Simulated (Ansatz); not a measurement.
The system is KF (Carobbiite).

```
K F
1.0
     0.00000    2.67185    2.67185
     2.67185    0.00000    2.67185
     2.67185    2.67185    0.00000
K F
1 1
Direct
  0.00000 0.00000 0.00000
  0.50000 0.50000 0.50000
```

Base run:

```yaml
Program: Ansatz 0.2.0
Functional: HSE06 form with a typed share of exact exchange
Potentials_or_basis: Ansatz PAW
Cutoff: "420 eV (not typed: the program's choice for these potentials)"
k_mesh: 5 × 5 × 5
Occupations: fermi-dirac, width 0.05 eV
Spin: no spin polarisation
```

Its results: band gap on the k mesh 8.21 eV, direct; pressure 0.5 GPa.

**Question.** The run is repeated on the same cell with these changes: share of exact exchange from 0.25 to 0.1. What comes out?

**Answer.** Band gap on the k mesh 6.98 eV, direct; pressure 1.0 GPa.

Caveats: odd divisions of the mesh miss points on the zone boundary, where band edges often lie, so the gap on the mesh can be too wide; the PAW data sets come from PBE, with cores solved anew for the run's functional, which leaves a small shift of forces and pressure; the thresholds are loose for stress.

